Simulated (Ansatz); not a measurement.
Crystal: Cu.

```xyz
1
Lattice="-0.0044 1.7884 1.8385 1.8229 -0.0175 1.8516 1.7828 1.7614 0.0226" Properties=species:S:1:pos:R:3 pbc="T T T"
Cu    0.0000    0.0000    0.0000
```

The cell isn't the ideal one: cell sheared at random, sigma 0.01, atoms nudged by 0.01 Å.

| Item | Value |
| --- | --- |
| Program | Ansatz 0.2.0 |
| Task | relaxation of cell and atoms |
| Functional | revPBE |
| Potentials or basis | Ansatz PAW |
| Cutoff | 420 eV (not typed: the program's choice for these potentials) |
| k mesh | 13 × 12 × 13 |
| Occupations | fermi-dirac, width 0.05 eV |
| Spin | no spin polarisation |

At the start: volume 11.81 Å³/atom.

How do energy, volume and symmetry change on relaxing?

It ends after 7 steps and the volume is 12.26 Å³/atom (+3.8 %); space group Fm-3m (No. 225, to 0.05 Å).

The path:
```
step  energy change (eV)  largest force (eV/Å)  volume (Å³)
   1              0.0000                0.0000        11.81
   2             -0.0071                0.0000        12.02
   3             -0.0102                0.0000        12.25
   4             -0.0104                0.0000        12.26
   5             -0.0107                0.0000        12.26
   6             -0.0107                0.0000        12.26
   7             -0.0107                0.0000        12.26
```

Final structure:
```
CELL_PARAMETERS angstrom
0.00219 1.82014 1.82771
1.83963 -0.00986 1.83958
1.82767 1.82017 0.00220
ATOMIC_POSITIONS crystal
Cu 0.00000 0.00000 0.00000
```

Caveat: the plane-wave basis is chosen anew once the cell has moved, so the energies of steps on either side of that aren't comparable; the PAW data sets come from PBE, with cores solved anew for the run's functional, which leaves a small shift of forces and pressure.
